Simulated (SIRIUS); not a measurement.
Runs of SIRIUS 7.10.0 on Hf. The typed cell holds 1 atom: a = 3.078 Å, b = 3.058 Å, c = 3.476 Å, α = 55.73°, β = 55.49°, γ = 61.24°. This isn't the form of Hf at room conditions, which is hcp.

```csv
level,U,form of the Hubbard term,hubbard projectors,start of the occupations,gap on the mesh (eV),pressure (GPa)
PBEsol+U,Hf d U = 4 eV,simplified (Dudarev),orthogonalised atomic orbitals,the program's own,none,5.8
PBEsol+U,Hf d U = 2 eV,simplified (Dudarev),orthogonalised atomic orbitals,the program's own,none,2.4
PBEsol,-,-,-,-,none,-0.6
PBEsol+U,Hf d U = 6 eV,simplified (Dudarev),orthogonalised atomic orbitals,the program's own,none,(a)
```

Alike in all rows: task single point; potentials or basis PseudoDojo 0.4.1 PBE standard (scalar relativistic); no spin polarisation; cell as given; k mesh 8 × 8 × 7; cutoff (eV) 807; smearing fermi-dirac 0.05 eV.

**Question.** Fill in the values left out.

**Answer.** (a) 10.1.

Caveats: the potentials were made for another functional, which shifts forces and pressure; U without spin polarisation on a metal has little footing (some runs); the U is typed as a test and isn't derived for this compound (some runs).

A k mesh can miss the band edges, and the runs leave out spin-orbit coupling on Hf.

A gap of «none» marks a metal or a gap under the smearing width.
